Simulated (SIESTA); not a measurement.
The system is TePb.

```
CELL_PARAMETERS angstrom
0.00000 3.23100 3.23100
3.23100 0.00000 3.23100
3.23100 3.23100 0.00000
ATOMIC_POSITIONS crystal
Pb 0.00000 0.00000 0.00000
Te 0.50000 0.50000 0.50000
```

Base run:

* Program: SIESTA 5.4.2
* Functional: PBE
* Potentials or basis: PseudoDojo 0.4 standard (PBE files)
* Basis: DZP (energy shift 0.002 Ry)
* Grid cutoff: 500 Ry
* Energy shift: 0.002 Ry
* k mesh: 7 × 7 × 7
* Occupations: fermi-dirac, width 0.05 eV
* Spin: no spin polarisation

Its results: pressure 3.0 GPa.

Question: After a change of settings the same cell gave: pressure 3.8 GPa. Which change was it?
A. basis from DZP (energy shift 0.002 Ry) to DZP (energy shift 0.003 Ry; two zetas on semicore shells); energy shift from 0.002 Ry to 0.003 Ry
B. functional from PBE to APBE
C. potentials or basis from PseudoDojo 0.4 standard (PBE files) to PseudoDojo 0.4 stringent (PBE files); valence electrons from 30 to 46
D. basis from DZP (energy shift 0.002 Ry) to TZDP (energy shift 0.002 Ry)

Answer: B.

Caveats: semicore shells carry a single zeta, which can move pressures by several GPa and volumes by a few percent; the basis of atomic orbitals isn't converged, which shifts pressures, moduli and gaps; the potentials were made for another functional, which shifts forces and pressure (some runs).

Not every run made on this cell is shown here.
